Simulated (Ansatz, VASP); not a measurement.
**Ir: VASP beside Ansatz**

The input INCAR:

```
PREC = Accurate
ENCUT = 520
EDIFF = 1E-6
ISMEAR = 0
SIGMA = 0.1
LREAL = F
LASPH = T
NELM = 60
ALGO = Normal
ISIF = 2
LWAVE = F
LCHARG = F
GGA = PE
NBANDS = 10
```

KPOINTS

```
regular mesh
0
Gamma
  10 10 10
```

Contents of POSCAR:

```
Ir
1.0
   -0.0138245419      1.8787475997      1.8893641562
    1.9377422241     -0.0317834675      1.9073230818
    1.9317805604      1.8907448616     -0.0258218038
Ir
1
Direct
    0.0000000000      0.0000000000      0.0000000000
```

Input for Ansatz:

```yaml
crystal:
  lattice:
    - [-0.0138245419, 1.8787475997, 1.8893641562]
    - [1.9377422241, -0.0317834675, 1.9073230818]
    - [1.9317805604, 1.8907448616, -0.0258218038]
  atoms:
    - { symbol: Ir, position: [0.0, 0.0, 0.0] }
basis: {}
kpoints:
  mp_grid: { grid: [10, 10, 10] }
hamiltonian:
  xc: pbe
scf:
  occupations: { method: gaussian, width: 0.1 }
  mixing: { beta: 0.23 }
  initial_density: { chi_scale: 0, normalization: atom }
  max_iter: 100
output:
  forces: true
  stress: true
  eigenvalues: true
```

Alike in both runs: task single point; functional PBE; k mesh 10 × 10 × 10; occupations gaussian, width 0.1 eV; no spin polarisation.

|  | VASP | Ansatz |
| --- | --- | --- |
| version | VASP 6.6.1 | Ansatz 0.2.0 |
| potentials or method | VASP PAW PBE potentials, release 64 (Ir) | scalar-relativistic, plane waves, PAW |
| plane-wave cutoff (eV) | 520 | 420 |
| valence electrons in the cell | 9 | 17 |

Ansatz gave:

| Item | Value |
| --- | --- |
| gap on the k mesh at the Fermi level (eV) | none |
| pressure (GPa) | 10.7 |
| largest component of the traceless stress (GPa) | 7.05 |

Task: Which values does VASP return?

Result: gap on the k mesh at the Fermi level (eV): none; pressure (GPa): 11.3; largest component of the traceless stress (GPa): 7.04.

A gap of «none» marks a metal or a gap that the smearing closes. The functional is the same, so the differences come from potentials, cutoffs and numerics. The two sets of potentials don't hold the same shells in valence.

The runs have no spin-orbit coupling, so splittings on Ir are missing.
